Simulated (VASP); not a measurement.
# HgTe (Coloradoite) (F-43m) in VASP: further runs, part 2 of 2

VASP 6.6.1.

## Step 3: Relaxation of cell and atoms, LDA

File INCAR:

```
SYSTEM = HgTe
PREC = Accurate
ENCUT = 600
EDIFF = 1E-6
ISMEAR = 0
SIGMA = 0.03
LREAL = .False.
LASPH = .True.
NELM = 80
ALGO = Normal
ISIF = 3
LWAVE = .False.
LCHARG = .False.
IBRION = 2
NSW = 90
EDIFFG = -0.01
```

File KPOINTS:

```
regular mesh
0
Gamma
  10 10 10
  0 0 0
```

File POSCAR:

```
HgTe
1.0
    0.0000000000      3.2145000000      3.2145000000
    3.2145000000      0.0000000000      3.2145000000
    3.2145000000      3.2145000000      0.0000000000
Hg Te
1 1
Direct
    0.0000000000      0.0000000000      0.0000000000
    0.2500000000      0.2500000000      0.2500000000
```

Potentials or basis: VASP PAW LDA potentials, release 64 (Hg, Te).

Run with:

```bash
$ cat potpaw_LDA.64/Hg/POTCAR potpaw_LDA.64/Te/POTCAR > POTCAR
$ mpirun -np 1 vasp_std > vasp.out
```

OUTCAR:

```text
SYSTEM = HgTe
   PREC = Accurate
   ENCUT = 600
   EDIFF = 1E-6
   ISMEAR = 0
   LREAL = .False.
   LASPH = .True.
   NELM = 80
   ISIF = 3
   IBRION = 2
   NSW = 90
   EDIFFG = -0.01

 ion  position               nearest neighbor table
   1  0.000  0.000  0.000-   2 2.78   2 2.78   2 2.78   2 2.78
   2  0.250  0.250  0.250-   1 2.78   1 2.78   1 2.78   1 2.78

  LATTYP: Found a face centered cubic cell.
 ALAT       =     6.4290000000

  Lattice vectors:

 A1 = (   0.0000000000,   3.2145000000,   3.2145000000)
 A2 = (   3.2145000000,   0.0000000000,   3.2145000000)
 A3 = (   3.2145000000,   3.2145000000,   0.0000000000)

Analysis of symmetry for initial positions (statically):
=====================================================================
 Subroutine PRICEL returns:
 Original cell was already a primitive cell.

 Routine SETGRP: Setting up the symmetry group for a
 face centered cubic supercell.

 Subroutine GETGRP returns: Found 24 space group operations
 (whereof 24 operations were pure point group operations)
 out of a pool of 48 trial point group operations.

The static configuration has the point symmetry T_d .

Analysis of symmetry for dynamics (positions and initial velocities):
=====================================================================
 Subroutine PRICEL returns:
 Original cell was already a primitive cell.

 Routine SETGRP: Setting up the symmetry group for a
 face centered cubic supercell.

 Subroutine GETGRP returns: Found 24 space group operations
 (whereof 24 operations were pure point group operations)
 out of a pool of 48 trial point group operations.

The dynamic configuration has the point symmetry T_d .

 Subroutine INISYM returns: Found 24 space group operations
 (whereof 24 operations are pure point group operations),
 and found     1 'primitive' translations

----------------------------------------------------------------------------------------

                                     Primitive cell

  volume of cell :      66.4309

  direct lattice vectors                    reciprocal lattice vectors
[... 133 lines left out ...]
  ext. energy  EPLUGINS =         0.00000000
  ---------------------------------------------------
  free energy    TOTEN  =        -5.03743175 eV

  energy without entropy =       -5.03738547  energy(sigma->0) =       -5.03740861

------------------------ aborting loop because EDIFF is reached ----------------------------------------

  FORCE on cell =-STRESS in cart. coord.  units (eV):
  Direction    XX          YY          ZZ          XY          YZ          ZX
  --------------------------------------------------------------------------------------
  -------------------------------------------------------------------------------------
  Total        0.1756247      0.1756247      0.1756247     -0.0000000      0.0000000     -0.0000000
  in kB        4.2357069      4.2357069      4.2357069     -0.0000000      0.0000000     -0.0000000
  external PRESSURE =       4.2357069 kB  Pullay stress =       0.0000000 kB
[... 59 lines left out ...]
--------------------------------------- Ionic step        3  -------------------------------------------

 number of electron      18.0000001 magnetization

 Free energy of the ion-electron system (eV)
  ---------------------------------------------------
  ext. energy  EPLUGINS =         0.00000000
  ---------------------------------------------------
  free energy    TOTEN  =        -5.03822205 eV

  energy without entropy =       -5.03817577  energy(sigma->0) =       -5.03819891

 E-fermi :   2.9903     XC(G=0):  -9.1319

 val. band max:        2.9812105906   @ k =   0.0000   0.0000   0.0000
 cond. band min:       3.4687747000   @ k =   0.1000   0.0000   0.0000
 fundamental gap:      0.4875641094
 Fermi energy:         2.9903476594

 k-point     1 :       0.0000    0.0000    0.0000
  band No.  band energies     occupation
      1      -9.1128      2.00000
      2      -4.4363      2.00000
      3      -4.4363      2.00000
      4      -4.4363      2.00000
      5      -3.8943      2.00000
      6      -3.8943      2.00000
      7       2.1314      2.00000
      8       2.9812      1.33333
      9       2.9812      1.33333
     10       2.9812      1.33333
     11       7.1259      0.00000
     12       7.1259      0.00000
     13       7.1259      0.00000
[... 354 lines left out ...]
  band No.  band energies     occupation
      1      -8.4929      2.00000
      2      -4.2897      2.00000
      3      -4.1808      2.00000
      4      -4.1546      2.00000
      5      -3.8472      2.00000
      6      -3.8033      2.00000
      7      -1.6250      2.00000
      8       0.8916      2.00000
      9       1.0880      2.00000
     10       4.9959      0.00000
     11       5.8222      0.00000
     12       9.3199      0.00000
     13      10.1078      0.00000

 [... further k-points ...]

------------------------ aborting loop because EDIFF is reached ----------------------------------------

  FORCE on cell =-STRESS in cart. coord.  units (eV):
  Direction    XX          YY          ZZ          XY          YZ          ZX
  --------------------------------------------------------------------------------------
  -------------------------------------------------------------------------------------
  Total       -0.0142175     -0.0142175     -0.0142175      0.0000000      0.0000000      0.0000000
  in kB       -0.3398416     -0.3398416     -0.3398416      0.0000000      0.0000000      0.0000000
  external PRESSURE =      -0.3398416 kB  Pullay stress =       0.0000000 kB
[... 17 lines left out ...]
  FREE ENERGIE OF THE ION-ELECTRON SYSTEM (eV)
  ---------------------------------------------------
  free  energy   TOTEN  =        -5.0382220536 eV

  energy  without entropy=       -5.0381757749  energy(sigma->0) =       -5.03819891

 reached required accuracy - stopping structural energy minimisation
```

CONTCAR:

```text
HgTe
   1.00000000000000
    -0.0000000000000000    3.2241011874764891    3.2241011874764891
     3.2241011874764891    0.0000000000000000    3.2241011874764891
     3.2241011874764891    3.2241011874764891   -0.0000000000000000
  Hg              Te
     1     1
Direct
     0.0000000000000000    0.0000000000000000    0.0000000000000000
     0.2500000000000000    0.2500000000000000    0.2500000000000000

  0.00000000E+00  0.00000000E+00  0.00000000E+00
  0.00000000E+00  0.00000000E+00  0.00000000E+00
```

It took 29 s on 1 thread of Intel Xeon 6975P-C (Granite Rapids), shared host; peak memory 0.2 GiB.

Results:

```
Free energy                            : -5.0382 eV
Relaxed volume                         : 33.51 Å³/atom
Relaxed cell                           : a = 4.560 Å, b = 4.560 Å, c = 4.560 Å, α = 60.00°, β = 60.00°, γ = 60.00°
Space group after relaxing (to 0.05 Å) : F-43m (No. 216)
Energy gained by relaxing              : 0.4 meV/atom
Ionic steps                            : 3
Pressure after relaxing                : 0.0 GPa
Band gap on the k mesh                 : none (metal or under the smearing width)
```

The path:
| step | energy change (eV) | largest force (eV/Å) | pressure (GPa) | volume (Å³) |
| --- | --- | --- | --- | --- |
| 1 | 0.0000 | 0.0000 | 0.42 | 66.43 |
| 2 | -0.0006 | 0.0000 | -0.17 | 67.28 |
| 3 | -0.0008 | 0.0000 | -0.03 | 67.03 |

Final structure:
```
Hg Te
1.0
     0.00000    3.22410    3.22410
     3.22410    0.00000    3.22410
     3.22410    3.22410    0.00000
Hg Te
1 1
Direct
  0.00000 0.00000 0.00000
  0.25000 0.25000 0.25000
```

The run has no spin-orbit coupling, so splittings on Hg, Te are missing.

## Step 4: Relaxation of cell and atoms, LDA

This run uses another cell than the first one, of 33.51 Å³/atom, 1.009 times its volume.

Edit INCAR of step 3 so:

```diff
@@ -3,3 +3,3 @@
 ENCUT = 600
-EDIFF = 1E-6
+EDIFF = 1E-7
 ISMEAR = 0
@@ -15,2 +15,2 @@
 NSW = 90
-EDIFFG = -0.01
+EDIFFG = -0.005
```

KPOINTS is that of step 3.

File POSCAR:

```
HgTe                                    
1.0
   -0.0000000000      3.2241011875      3.2241011875
    3.2241011875      0.0000000000      3.2241011875
    3.2241011875      3.2241011875     -0.0000000000
  Hg              Te            
     1     1
Direct
     0.0000000000000000    0.0000000000000000    0.0000000000000000
     0.2500000000000000    0.2500000000000000    0.2500000000000000
```

Run with:

```bash
$ cat potpaw_LDA.64/Hg/POTCAR potpaw_LDA.64/Te/POTCAR > POTCAR
$ mpirun -np 1 vasp_std > vasp.out
```

Run time: 15 s. Hardware: 1 thread of Intel Xeon 6975P-C (Granite Rapids), shared host; peak memory 0.2 GiB.

It converged, with:

| Item | Value |
| --- | --- |
| Free energy | -5.0383 eV |
| Pressure after relaxing | 0.0 GPa |
| Band gap on the k mesh | none (metal or under the smearing width) |

Final structure:
```
CELL_PARAMETERS angstrom
0.00000 3.22410 3.22410
3.22410 0.00000 3.22410
3.22410 3.22410 0.00000
ATOMIC_POSITIONS crystal
Hg 0.00000 0.00000 0.00000
Te 0.25000 0.25000 0.25000
```

Levels at points of the mesh, in eV from the Fermi level:
| k point | band 5 | band 6 | band 7 | band 8 | band 9 | band 10 | band 11 | band 12 | band 13 |
| --- | --- | --- | --- | --- | --- | --- | --- | --- | --- |
| (0.00, 0.00, 0.00) | -6.88 | -6.88 | -0.86 | -0.01 | -0.01 | -0.01 | 4.14 | 4.14 | 4.14 |
| (0.50, 0.00, 0.00) | -6.86 | -6.58 | -5.60 | -1.02 | -1.02 | 0.59 | 4.94 | 4.94 | 6.62 |
| (0.50, 0.50, 0.00) | -6.82 | -6.43 | -5.53 | -2.33 | -2.33 | 1.81 | 2.29 | 8.04 | 8.78 |

Caveat: the relaxation stopped at its first step, so nothing moved. The run has no spin-orbit coupling, so splittings on Hg, Te are missing.

## Step 5: Relaxation of cell and atoms, PBEsol

File INCAR:

```
SYSTEM = HgTe
  ALGO = Normal
  EDIFF = 1E-6
  EDIFFG = -0.01
  ENCUT = 600
  GGA = PS
  IBRION = 2
  ISIF = 3
  ISMEAR = 0
  LASPH = .TRUE.
  LCHARG = .FALSE.
  LREAL = .FALSE.
  LWAVE = .FALSE.
  NELM = 80
  NSW = 90
  PREC = Accurate
  SIGMA = 0.03
```

File KPOINTS:

```
k-points
0
G
  10 10 10
  0 0 0
```

File POSCAR:

```
HgTe
1.0
    0.0000000000      3.2145000000      3.2145000000
    3.2145000000      0.0000000000      3.2145000000
    3.2145000000      3.2145000000      0.0000000000
Hg Te
1 1
Direct
    0.0000000000      0.0000000000      0.0000000000
    0.2500000000      0.2500000000      0.2500000000
```

Potentials or basis: VASP PAW PBE potentials, release 64 (Hg, Te).

Run with:

```bash
$ cat potpaw_PBE.64/Hg/POTCAR potpaw_PBE.64/Te/POTCAR > POTCAR
$ mpirun -np 1 vasp_std > vasp.out
```

It took 41 s on 1 thread of Intel Xeon 6975P-C (Granite Rapids), shared host; peak memory 0.24 GiB.

The run converged. Its results:

- Free energy: -4.3765 eV
- Relaxed volume: 34.58 Å³/atom
- Relaxed cell: a = 4.608 Å, b = 4.608 Å, c = 4.608 Å, α = 60.00°, β = 60.00°, γ = 60.00°
- Space group after relaxing (to 0.05 Å): F-43m (No. 216)
- Energy gained by relaxing: 7.7 meV/atom
- Ionic steps: 3
- Pressure after relaxing: 0.0 GPa
- Band gap on the k mesh: none (metal or under the smearing width)

The path:
```tsv
step	energy change (eV)	largest force (eV/Å)	pressure (GPa)	volume (Å³)
1	0.0000	0.0000	1.88	66.43
2	-0.0133	0.0000	-0.63	70.26
3	-0.0155	0.0000	0.00	69.17
```

Final structure:
```xyz
2
Lattice="0.0000 3.2580 3.2580 3.2580 0.0000 3.2580 3.2580 3.2580 0.0000" Properties=species:S:1:pos:R:3 pbc="T T T"
Hg    0.0000    0.0000    0.0000
Te    1.6290    1.6290    1.6290
```

Levels at points of the mesh, in eV from the Fermi level:
```csv
k point,band 5,band 6,band 7,band 8,band 9,band 10,band 11,band 12,band 13
"(0.00, 0.00, 0.00)",-6.71,-6.71,-0.87,-0.01,-0.01,-0.01,4.21,4.21,4.21
"(0.50, 0.00, 0.00)",-6.69,-6.42,-5.39,-0.96,-0.96,0.63,4.99,4.99,6.72
"(0.50, 0.50, 0.00)",-6.65,-6.29,-5.35,-2.20,-2.20,1.84,2.43,8.00,8.71
```

Caveat: the PAW data sets were made with another functional, which shifts forces and pressure a little. Zero-point motion and thermal expansion aren't in these numbers.

## Step 6: Relaxation of cell and atoms, PBEsol

This run uses another cell than the first one, of 34.58 Å³/atom, 1.041 times its volume.

Edit INCAR of step 5 so:

```diff
@@ -2,4 +2,4 @@
   ALGO = Normal
-  EDIFF = 1E-6
-  EDIFFG = -0.01
+  EDIFF = 1E-7
+  EDIFFG = -0.005
   ENCUT = 600
```

KPOINTS is that of step 5.

File POSCAR:

```
HgTe                                    
1.0
    0.0000000000      3.2580088205      3.2580088205
    3.2580088205     -0.0000000000      3.2580088205
    3.2580088205      3.2580088205     -0.0000000000
  Hg              Te            
     1     1
Direct
     0.0000000000000000    0.0000000000000000    0.0000000000000000
     0.2500000000000000    0.2500000000000000    0.2500000000000000
```

Potentials or basis: VASP PAW PBE potentials, release 64 (Hg, Te).

Run with:

```bash
$ cat potpaw_PBE.64/Hg/POTCAR potpaw_PBE.64/Te/POTCAR > POTCAR
$ mpirun -np 1 vasp_std > vasp.out
```

Wall time 24 s (1 thread of Intel Xeon 6975P-C (Granite Rapids), shared host); peak memory 0.27 GiB.

It converged, with:

```
Free energy             : -4.3767 eV
Pressure after relaxing : 0.0 GPa
Band gap on the k mesh  : none (metal or under the smearing width)
```

Final structure:
```cif
data_structure
_symmetry_space_group_name_H-M 'P 1'
_symmetry_Int_Tables_number 1
_cell_length_a 4.6075
_cell_length_b 4.6075
_cell_length_c 4.6075
_cell_angle_alpha 60.000
_cell_angle_beta 60.000
_cell_angle_gamma 60.000
_cell_volume 69.17
loop_
_atom_site_label
_atom_site_type_symbol
_atom_site_fract_x
_atom_site_fract_y
_atom_site_fract_z
_atom_site_occupancy
Hg1 Hg 0.00000 0.00000 0.00000 1
Te1 Te 0.25000 0.25000 0.25000 1
```

Levels at points of the mesh, in eV from the Fermi level:
| k point | band 7 | band 8 | band 9 | band 10 | band 11 | band 12 |
| --- | --- | --- | --- | --- | --- | --- |
| (0.00, 0.00, 0.00) | -0.87 | -0.01 | -0.01 | -0.01 | 4.21 | 4.21 |
| (0.50, 0.00, 0.00) | -5.39 | -0.96 | -0.96 | 0.63 | 4.99 | 4.99 |
| (0.50, 0.50, 0.00) | -5.35 | -2.20 | -2.20 | 1.84 | 2.43 | 8.00 |

Caveat: the relaxation stopped at its first step, so nothing moved; the PAW data sets were made with another functional, which shifts forces and pressure a little. The run has no spin-orbit coupling, so splittings on Hg, Te are missing.

## Step 7: Overview

| task | level | potentials or basis | cell | gap on the mesh (eV) | pressure (GPa) |
| --- | --- | --- | --- | --- | --- |
| relaxation of the atoms | PBE | VASP PAW PBE potentials, release 64 (Hg, Te) | atoms relaxed from: a relaxed cell with its volume scaled by 1.06 | none | -1.7 |
| relaxation of cell and atoms | LDA | VASP PAW LDA potentials, release 64 (Hg, Te) | relaxed | none | 0.0 |
| relaxation of cell and atoms | PBEsol | VASP PAW PBE potentials, release 64 (Hg, Te) | relaxed | none | 0.0 |

Alike in all rows: no spin polarisation; k mesh 10 × 10 × 10; cutoff (eV) 600; smearing gaussian 0.03 eV.

Caveats: the relaxation stopped at its first step, so nothing moved; the PAW data sets were made with another functional, which shifts forces and pressure a little (some runs).

Absolute energies hang on the potentials; compare differences alone.
